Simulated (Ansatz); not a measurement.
## Bi: computed properties

Theory: DFT PBEsol, scalar-relativistic, plane waves, PAW in Ansatz.

Plane waves to 420 eV, a k mesh through Γ of 16×16×16 on the computed 1-atom cell and Gaussian smearing (0.10 eV); no spin polarisation.

The structure is relaxed at this level of theory with its symmetry kept. This bcc form isn't the element's structure at ambient conditions.

```cif
data_structure
_symmetry_space_group_name_H-M 'Im-3m'
_symmetry_Int_Tables_number 229
_cell_length_a 3.9136
_cell_length_b 3.9136
_cell_length_c 3.9136
_cell_angle_alpha 90.000
_cell_angle_beta 90.000
_cell_angle_gamma 90.000
_cell_volume 59.94
loop_
_atom_site_label
_atom_site_type_symbol
_atom_site_symmetry_multiplicity
_atom_site_Wyckoff_symbol
_atom_site_fract_x
_atom_site_fract_y
_atom_site_fract_z
_atom_site_occupancy
Bi1 Bi 2 a 0.00000 0.00000 0.00000 1
```

(1) Formation energy from the elements' standard states (uncorrected)?

(2) Density of states at the Fermi level?

(3) Löwdin character within 0.5 eV of the Fermi level?

(4) Bulk modulus?

(5) Its pressure derivative?

(6) Bader charges (e)?

Spin-orbit coupling is left out, which matters for the bands of heavy elements.

## Answers

(1) +0.083 eV/atom.

(2) 0.64 states/eV per cell.

(3) Bi 6p 93 %.

(4) 59 GPa.

(5) 5.6.

(6) Bi (1 in the cell) 0.00.